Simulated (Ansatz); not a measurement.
System: Hf (fcc type), 1 atom in the cell.

Computed with PBE, plane waves, PAW datasets (earlier set, tuned by hand) in Ansatz.

Cutoff 520 eV; k-mesh 4×4×4 Γ-centred; Fermi–Dirac smearing of 0.15 eV; no spin polarisation; no spin–orbit coupling.

```
Hf
1.0
     0.00000    2.24400    2.24400
     2.24400    0.00000    2.24400
     2.24400    2.24400    0.00000
Hf
1
Direct
  0.00000 0.00000 0.00000
```

Task: Would the cell expand or shrink if it were free to relax?

Result: The pressure is 0.32 GPa, so at these settings the cell is compressed and would expand.

The stress includes the program's correction for the finite plane-wave basis.

The k-mesh is coarse, so these values belong to this mesh and can lie far from the converged ones. This cubic structure is a model: it isn't the usual form of the substance at ambient conditions, and such phases are metastable or hypothetical.
